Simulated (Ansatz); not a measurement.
## Elastic constants of Ag at 8 GPa (stress–strain coefficients): input and output

The calculation used Ansatz 0.2.0, DFT PBE, scalar-relativistic, plane waves, PAW.

Launched with:
```bash
ansatz run input.yaml --threads 1 --pin off --max-ram 3072MiB --backend cpu --events-out ev --progress --plain --runs-dir out
```

Input (bare energies are in eV):
```yaml
crystal:
  lattice:
    - [-1.6107888203, 1.6107888203, 1.6107888203]
    - [1.6107888203, -1.6107888203, 1.6107888203]
    - [1.6107888203, 1.6107888203, -1.6107888203]
  atoms:
    - { symbol: Ag, position: [0.0, 0.0, 0.0] }
basis:
  ecutwfc: 420
kpoints:
  mp_grid: { grid: [20, 20, 20] }
hamiltonian:
  xc: pbe
scf:
  occupations: { method: fermi_dirac, width: 0.15 }
output:
  forces: true
  stress: true
  eigenvalues: true
elastic:
  mode: relaxed_ion
  amplitude: 0.005
```

From the output:
```
--- Elastic constants: 2 strain directions × 4 members + reference (group order 48) ---
  dense FFT box of the reference and of every strained cell: 20×20×20
  strains applied: 11, 23; error gains: componentwise 1.00 (the most a stress slope's error grows in a printed constant), spectral 1.73 (1 for all six strains in a standard setting)
  C = ∂σ_k/∂η_j (tension-positive GPa; Voigt order 11 22 33 23 13 12):
       122.220    136.839    136.839     -0.000      0.000      0.000
       136.839    122.220    136.839      0.000      0.000     -0.000
       136.839    136.839    122.220     -0.000     -0.000      0.000
        -0.000     -0.000     -0.000     67.451     -0.000     -0.000
         0.000     -0.000      0.000      0.000     67.451     -0.000
        -0.000      0.000     -0.000     -0.000     -0.000     67.451
  reference stress σ⁰ (GPa):     -8.013     -8.013     -8.013      0.000      0.000      0.000
  C* (energy form; C + prestress term) asymmetry max|C*_kj − C*_jk| = 5.684e-14 GPa — a small one proves nothing (zero by symmetry where the batch's group is 432, −43m or m−3m); a large one is finite-difference/SCF noise where every solve ...
  moduli (Voigt/Reuss/Hill, GPa): K = 131.97/131.97/131.97   G = 37.55/-21.82/7.86   E = 23.13   ν = 0.471
  mechanically stable: NO (min eigenvalue of sym C = -14.62 GPa)
  strain η (Voigt 11):  stress-route row diagonal C_11 = 122.22 GPa, energy-path curvature d²(F+E_count+ΔE)/dδ²/Ω₀ = 122.22 GPa
    cells at ±δ against ±2δ: C11 122.28 and 122.47 GPa, apart by 0.14 % of the column's largest entry
         δ    σ_11 (GPa) F (eV) n_scf n_hpsi n_pw
    -1.000e-2      -9.2783       -7590.4933819       9  193832    338   relax 0 steps, max|allowed force component| 0.00e0 eV/Å
    -5.000e-3      -8.6347       -7590.4980541       4  128116    338   relax 0 steps, max|allowed force component| 0.00e0 eV/Å
     5.000e-3      -7.4119       -7590.5064203       4  124575    362   relax 0 steps, max|allowed force component| 0.00e0 eV/Å
     1.000e-2      -6.8288       -7590.5101343       6  146779    362   relax 0 steps, max|allowed force component| 0.00e0 eV/Å
  strain η (Voigt 23):  stress-route row diagonal C_44 = 67.45 GPa, energy-path curvature d²(F+E_count+ΔE)/dδ²/Ω₀ = 71.46 GPa
    cells at ±δ against ±2δ: C44 67.48 and 67.56 GPa, apart by 0.12 % of the column's largest entry
         δ    σ_23 (GPa) F (eV) n_scf n_hpsi n_pw
    -1.000e-2      -0.6756       -7590.5020227       8  318244    341   relax 0 steps, max|allowed force component| 0.00e0 eV/Å
    -5.000e-3      -0.3374       -7590.5023039       4  227677    342   relax 0 steps, max|allowed force component| 0.00e0 eV/Å
     5.000e-3       0.3374       -7590.5023039       4  222755    342   relax 0 steps, max|allowed force component| 0.00e0 eV/Å
     1.000e-2       0.6756       -7590.5020227       6  252297    341   relax 0 steps, max|allowed force component| 0.00e0 eV/Å
```

It took 65 s on 1 thread of Arm Neoverse V2 (shared host), peak memory 0.53 GiB.

In a metal, frequencies and elastic constants depend on the k mesh and the smearing, soft modes and shear constants most. Other phases may be more stable at this pressure.

As the tensor has a negative eigenvalue, the Reuss and Hill moduli of a polycrystal, and E and ν formed from them, have no physical meaning here.

The least eigenvalue is -14.6 GPa; in a metal on this mesh the verdict on stability isn't firm within about 20 GPa or a tenth of the bulk modulus.

This bcc form isn't the element's structure at ambient conditions.